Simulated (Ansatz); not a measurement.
**Zone-centre phonons of AlN at 40 GPa: input and output**

All numbers below come from Ansatz 0.2.0, DFT PBE, scalar-relativistic, plane waves, PAW.

Launched with:
```bash
ansatz run input.yaml --threads 1 --pin off --max-ram 3072MiB --backend cpu --events-out ev --progress --plain --runs-dir out
```

Input (bare energies are in eV):
```yaml
crystal:
  lattice:
    - [0.0, 2.0913710329, 2.0913710329]
    - [2.0913710329, 0.0, 2.0913710329]
    - [2.0913710329, 2.0913710329, 0.0]
  atoms:
    - { symbol: Al, position: [0.0, 0.0, 0.0] }
    - { symbol: "N", position: [0.75, 0.75, 0.75] }
basis:
  ecutwfc: 420
kpoints:
  mp_grid: { grid: [10, 10, 10] }
hamiltonian:
  xc: pbe
scf:
  occupations: { method: fixed }
output:
  eigenvalues: true
phonons:
  method: dfpt
  dielectric: true
  rigid_motions: translations
  eigenvectors: true
```

The end of the output:
```
--- Phonons (Γ-DFPT): 2 representative perturbations + reference, on 171 of 1000 k-points (Σ response iterations 6) ---
  k mesh reduced under 4 symmetry operations, with k and −k counted as one. Each operation leaves every solved perturbation unchanged. A smaller set is not considered because the run solves the response ...
  ASR residual: 3.490e-4 → 0.000e0 eV/Å²; symmetrization residual: 4.697e-7 eV/Å²
  ASR residual per site (eV/Å²): 3.49e-4 1.29e-4
  Γ frequencies (cm⁻¹): 0.00 0.00 0.00 785.95 785.95 785.95
  ε∞ (high-frequency dielectric tensor):
        4.391469    -0.000000     0.000000
       -0.000000     4.391469     0.000000
        0.000000     0.000000     4.391469
  ε⁰ (static dielectric tensor: ions relaxed, cell fixed):
        7.416808     0.000000    -0.000000
        0.000000     7.416808     0.000000
       -0.000000     0.000000     7.416808
  ε⁰ − ε∞ (ionic part):
        3.025339     0.000000    -0.000000
        0.000000     3.025339     0.000000
       -0.000000     0.000000     3.025339
  softest optical mode at Γ: 785.95 cm⁻¹; the repairs (sum rule, projections) moved no ω² at Γ by more than (1.89 cm⁻¹)²
  Born effective charges Z* (e; rows j = field, columns β = displacement):
    site 0:
         2.53109   -0.00000   -0.00000
         0.00000    2.53109    0.00000
        -0.00000    0.00000    2.53109
    site 1:
        -2.53109    0.00000    0.00000
        -0.00000   -2.53109   -0.00000
         0.00000   -0.00000   -2.53109
  Z* charge neutrality: 1.324e-4 e pre-enforcement
  solved inside a basis spanned on kpoints, on 10×10×10 k-points, its susceptibility summed on 14×14×14: ε∞ is read to err by 1.1e-2, Z* by 8.2e-3 e (field_mesh: kpoints solves on kpoints); Z* is corrected for ...
  optical modes at Γ without the LO–TO term, one row a degenerate level:
      ω (cm⁻¹) modes IR ((D/Å)²/amu)
        785.95      3            48.0894
  optical modes at Γ + LO–TO along q̂ = [1.0000, 0.0000, 0.0000]:
      ω (cm⁻¹) modes IR ((D/Å)²/amu)
        785.95      2            32.0596
       1021.41      1            16.0298
  optical modes at Γ + LO–TO along q̂ = [0.0000, 1.0000, 0.0000]:
      ω (cm⁻¹) modes IR ((D/Å)²/amu)
        785.95      2            32.0596
       1021.41      1            16.0298
  optical modes at Γ + LO–TO along q̂ = [0.0000, 0.0000, 1.0000]:
      ω (cm⁻¹) modes IR ((D/Å)²/amu)
        785.95      2            32.0596
       1021.41      1            16.0298
```

The run took 28 s on 1 thread of Intel(R) Xeon(R) Platinum 8259CL CPU @ 2.50GHz (Skylake/Cascade Lake) (shared host), peak memory 0.49 GiB.

Other phases may be more stable at this pressure.

This zinc-blende form isn't the usual stable structure of the compound at low pressure.